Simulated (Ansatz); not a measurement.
Something may be wrong with this Ansatz 0.2.0 calculation of Si2Mo.

input.yaml

```yaml
crystal:
  lattice:
    - [-1.6, 1.6, 3.9305]
    - [1.6, -1.6, 3.9305]
    - [1.6, 1.6, -3.9305]
  atoms:
    - { symbol: Mo, position: [0.0, 0.0, 0.0] }
    - { symbol: Si, position: [0.667, 0.667, 0.0] }
    - { symbol: Si, position: [0.333, 0.333, 0.0] }
hamiltonian:
  xc: lc_wpbe
  pseudopotentials: { kind: paw }
  hubbard: { sites: [{ species: Mo, l: d, u_eff: -5.0 }] }
kpoints:
  mp_grid: { grid: [7, 7, 7] }
scf:
  occupations: { method: fermi_dirac, width: 0.025 }
  max_iter: 75
output:
  forces: true
  stress: true
  eigenvalues: true
```

Potentials or basis: Ansatz PAW.

Launch:

```bash
$ ansatz run input.yaml --threads 2 --pin off --max-ram 5120MiB --backend cpu --events-out ev --progress --plain --runs-dir out
```

Output:

```text
Warning: output.stress: scf.convergence.dr2_threshold = 1e-7 eV (the SCF's general default) is looser than the 3e-10 eV advised for a printed stress (1e-10 eV for each atom of the cell: 3). What an SCF threshold leaves in a stress goes as its square root, and in the free energy as the threshold itself, and one threshold admits the most on a small cell: of the crystals measured, under no hybrid functional and no lock of the moments, on runs that ended without the residual-converged pass, on stresses that held no estimate of that error, the worst erred by over 100 MPa in a component at 1e-7 eV an atom and by under 5 at 1e-10. Set scf.convergence.dr2_threshold to 3e-10 eV or tighter. The threshold is an SCF's pass mark: one that does not reach it within its budget of iterations ends unconverged, or closes short of it on a stop that the run arms, and scf.convergence.dr2_threshold's page says what that costs each kind of run
Warning: output.stress: scf.exx.energy_threshold = 1e-6 eV is looser than the 3e-8 eV advised for a stress under a hybrid functional (1e-8 eV for each atom of the cell: 3). Every SCF of the exchange loop can meet its threshold on dr2 while the loop round them stops early: no threshold on dr2 bounds what that leaves in the stress. Set scf.exx.energy_threshold to 3e-8 eV or tighter. The threshold is the loop's pass mark: a loop that does not reach it within its budget of cycles ends unconverged, and scf.exx.energy_threshold's page has the law
Warning: RAYON_NUM_THREADS=2 ignored (pool sized by the plan → 2); use --threads N
basis.fft_grid_basis auto: the FFT boxes are laid along the combinations [[1, 0, 1], [0, 1, 1], [0, 0, 1]] of the cell's own vectors, 3.200, 3.200 and 4.535 Å long. The dense box has 24×24×32 points. Along the cell's own vectors, as sized, it would have 32×32×32, 1.78 times as many. Of the 16 symmetry operations that the crystal satisfies within crystal.symmetry.tolerance (time reversal apart; of a slab, those that keep its plane) the dense box along the cell's own vectors carries 16, and the one as laid loses 12 of those. basis.fft_grid_basis: typed keeps the cell's own vectors: state it where this run's energies or levels are differenced outside the engine with another run's, or held beside a run that keeps those vectors.
[... 156 lines left out ...]
       -9.780422       0.000000       0.000000
        0.000000      -9.780422       0.000000
       -0.000000       0.000000     -13.014174
  P = ⅓ Tr σ = -10.8583 GPa (-108.583 kbar)
[... 5 lines left out ...]
Occupation matrices written to <dir>
```

Task: What happened, and what is wrong with the input?

Result: The run converged. The input holds a flaw that was put in on purpose: an enormous or negative U (hamiltonian.hubbard = {"sites": [{"species": "Mo", "l": "d", "u_eff": -5.0}]}). The program doesn't stop on it, so the numbers can't be trusted though the run ends normally.
